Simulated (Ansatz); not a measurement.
The following input was run with Ansatz 0.2.0.

```yaml
crystal:
  lattice:
    - [1.6775780456, 0.0, 0.0]
    - [-0.8387890228, 1.4528252043, 0.0]
    - [0.0, 0.0, 3.4732829909]
  atoms:
    - { symbol: B, position: [0.0, 0.0, 0.0] }
basis:
  ecutwfc: 420
kpoints:
  mp_grid: { grid: [24, 24, 10] }
hamiltonian:
  xc: pbe
scf:
  occupations: { method: gaussian, width: 0.1 }
output:
  forces: true
  stress: true
  eigenvalues: true
```

Run as
```bash
ansatz run input.yaml --threads 1 --pin off --max-ram 1331MiB --backend cpu --events-out ev --progress --plain --runs-dir out
```

The calculation used DFT PBE, scalar-relativistic, plane waves, PAW (Ansatz 0.2.0).

Abridged output:

```
Pseudopotentials: kind: paw
Pseudopotential: B, paw, valence charge 3, recommended cutoff 420 eV (normal)
Functional definition: PBE
Crystal: 1 atom, lattice volume = 8.465 Å³
Basis set: ecut = 420 eV, 173 PW (Γ), exchange–correlation on 24×24×48 points (8 copies of the dense FFT grid, shifted against one another)
Bands: 6, of which v1, the nominal top of the filled ones, is band 2 counted from 1 (1 counted from 0)
Symmetry: 24 space group operations
Space group: P6/mmm (ITA 191), of the structure as read, at distance tolerance 2.0e-5 Å
k-points: 366 of 5760
Initial density: superposition of atomic densities (neutral atoms: chi_scale 0, normalization atom), corrected by the library's trained network
Initial wavefunctions: pseudopotential atomic-orbital guess
Functional: x = pbe(κ = 0.804, μ = 0.21951497), c = pbe(β = 0.06672455)
SCF iter   1: F=—  HF=-155.189731 eV  |F-HF|=—  |Δ(HF+E_count)|=         —  Δρ=1.84e-2  dr2=4.44e-2  ethr=1.77e-3  ⟨swp⟩=5.3  Hψ=18135  notcnv=0
SCF iter   2: F=—  HF=-155.179155 eV  |F-HF|=—  |Δ(HF+E_count)|=   1.06e-2  Δρ=1.01e-2  dr2=1.58e-2  ethr=1.48e-3  ⟨swp⟩=1.0  Hψ=5124  notcnv=0
SCF iter   3: F=—  HF=-155.173543 eV  |F-HF|=—  |Δ(HF+E_count)|=   5.61e-3  Δρ=1.04e-3  dr2=8.51e-5  ethr=5.25e-4  ⟨swp⟩=2.5  Hψ=3676  notcnv=0  defer=1
SCF iter   4: F=—  HF=-155.173598 eV  |F-HF|=—  |Δ(HF+E_count)|=   5.52e-5  Δρ=1.79e-4  dr2=4.12e-6  ethr=2.84e-6  ⟨swp⟩=2.0  Hψ=2453  notcnv=0  defer=3
SCF iter   5: F=-155.173597 eV  HF=-155.173597 eV  |F-HF|=1.15e-9  |Δ(HF+E_count)|=   1.61e-6  Δρ=1.04e-5  dr2=8.32e-9  ethr=1.37e-7  ⟨swp⟩=1.4  Hψ=2212  notcnv=0  defer=4
SCF iter   6: F=-155.173597 eV  HF=-155.173597 eV  |F-HF|=7.96e-12  |Δ(HF+E_count)|=   1.19e-9  Δρ=7.86e-7  dr2=2.48e-11  ethr=2.77e-10  ⟨swp⟩=3.4  Hψ=9179  notcnv=0
SCF 1 converged in 6 iterations: F = -155.173597 eV  dr2 = 2.48e-11
SCF converged after 6 iterations
Free energy (F): -155.173597 eV
Harris-Foulkes:  -155.173597 eV  (|F-HF|=7.96e-12)
Internal energy: -155.172266 eV  (E = F + TS)
E sigma→0 (E₀):  -155.172932 eV
Entropy (-TS):   -0.001330 eV (-1.330 meV/atom)
Fermi energy:    8.670021 eV
--- Per-component energies (eV) ---
  E_band       = -0.737392
  E_kinetic    = 52.470660
  E_local      = -59.610688  (includes V_loc(G=0)·N_el)
  E_nonlocal   = 10.767253
  E_hartree    = 18.561190
  E_xc         = -32.589202
  E_vxc        = -38.708424  (∫ρ·V_xc dr)
  E_paw        = -78.725606  (= ΣΔE_a)
  E_vpaw       = -2.778591  (= ΣTr[D̂ρ^β])
  E_aug_tail   = -0.000003  (compensation charges beyond the density's cutoff)
  E_ewald      = -66.045871
  E_smearing   = -0.001330  (= −TS)
--- Forces (eV/Å), atoms counted from 1 ---
  atom   1  B      0.00000000     0.00000000     0.00000000
--- Stress (GPa, compression-positive) ---
       18.835629       0.000000       0.000000
        0.000000      18.835629       0.000000
        0.000000       0.000000       2.555499
  P = ⅓ Tr σ = 13.4089 GPa (134.089 kbar)
--- Band table (eV; the first three rows and the last of 366) ---
  k-point 0: bands = ["-8.9552", "1.8456", "11.1657", "34.6561", "34.6561", "37.4661"]
  k-point 1: bands = ["-8.9173", "1.5643", "11.7127", "34.6574", "34.6574", "35.4216"]
  k-point 2: bands = ["-8.8144", "0.9087", "13.1641", "31.9689", "34.6604", "34.6604"]
  k-point 365: bands = ["5.3216", "5.3216", "17.3171", "18.7880", "25.9465", "25.9465"]
```

The run converged.

The cell holds layers, and where no dispersion correction was added their binding is poorly described.